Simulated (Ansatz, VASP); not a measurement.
# Li in VASP and in Ansatz

```
Li
1.0
     2.93091    0.00000    0.00000
    -1.46546    2.53824    0.00000
     0.00000    0.00000    4.79117
Li
2
Direct
  0.33333 0.66667 0.25000
  0.66667 0.33333 0.75000
```

Alike in both runs: task relaxation of shape and atoms at fixed volume; functional PBE; k mesh 14 × 14 × 8; occupations fermi-dirac, width 0.1 eV; no spin polarisation.

|  | VASP | Ansatz |
| --- | --- | --- |
| version | VASP 6.6.1 | Ansatz 0.2.0 |
| potentials or method | VASP PAW PBE potentials, release 64 (Li_sv) | PAW with Ansatz's default frozen-core files, scalar-relativistic |
| plane-wave cutoff (eV) | 600 | 420 |
| valence electrons in the cell | 6 | 6 |

```tsv
	VASP	Ansatz	Ansatz less VASP
relaxed volume (Å³/atom)	17.82	17.82	0.000
relaxed cell length with the largest relative difference (Å)	4.791	4.791	0.0000
```

Caveats: the cutoff is under 1.25 times the usual one of these potentials, so pressure, stress and relaxed cells hold a basis-set (Pulay) error (VASP); the relaxation stopped at its first step, so nothing moved.
